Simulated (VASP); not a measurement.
Write the native input for VASP 6.6.1 that does the following.

```yaml
Task: single point
Functional: PBEsol
Potentials_or_basis: VASP PAW PBE potentials, release 64 (Al, N)
Cutoff: 520 eV
k_mesh: 9 × 9 × 7
Occupations: gaussian, width 0.01 eV
Spin: no spin polarisation
Dipole_correction: no
Further_INCAR_settings: ALGO = Normal; EDIFF = 1e-06; NBANDS = 16
```

The structure of AlN lies in POSCAR:

```
AlN
1.0
    1.7442721420     -2.5291946058      0.0000000000
    1.7442721420      2.5291946058      0.0000000000
    0.0000000000      0.0000000000      4.1862531407
Al N
2 2
Direct
   -0.0178517003      0.0178517003     -0.0038536813
    0.6228790227      0.3771209773      0.4961463187
   -0.0086590449      0.0086590449      0.4958536813
    0.6136863673      0.3863136327      0.9958536813
```

The cell was built by a generator and needn't be a form met in nature.

The input as run:

INCAR

```
SYSTEM = AlN
PREC = Accurate
ENCUT = 520
EDIFF = 1E-6
ISMEAR = 0
SIGMA = 0.01
LREAL = .FALSE.
LASPH = .TRUE.
NELM = 80
ALGO = Normal
ISIF = 2
LWAVE = .FALSE.
LCHARG = .TRUE.
GGA = PS
LELF = .TRUE.
LVHAR = .TRUE.
NBANDS = 16
```

KPOINTS

```
regular mesh
0
G
  9 9 7
  0 0 0
```

Potentials or basis: VASP PAW PBE potentials, release 64 (Al, N).

Command:

```console
$ cat potpaw_PBE.64/Al/POTCAR potpaw_PBE.64/N/POTCAR > POTCAR
$ mpirun -np 1 vasp_std > vasp.out
```

It gave:

* Pressure: 10.0 GPa
* Largest force: 0.008 eV/Å
* Band gap on the k mesh: 3.17 eV, indirect (least direct gap 3.62 eV)

Caveat: the PAW data sets were made with another functional, which shifts forces and pressure a little; an odd mesh through Γ misses points on the zone boundary, where band edges often lie.

It took 17 s on 1 thread of Intel(R) Xeon(R) Platinum 8559C (Emerald Rapids), on a shared host, peak memory 0.17 GiB.
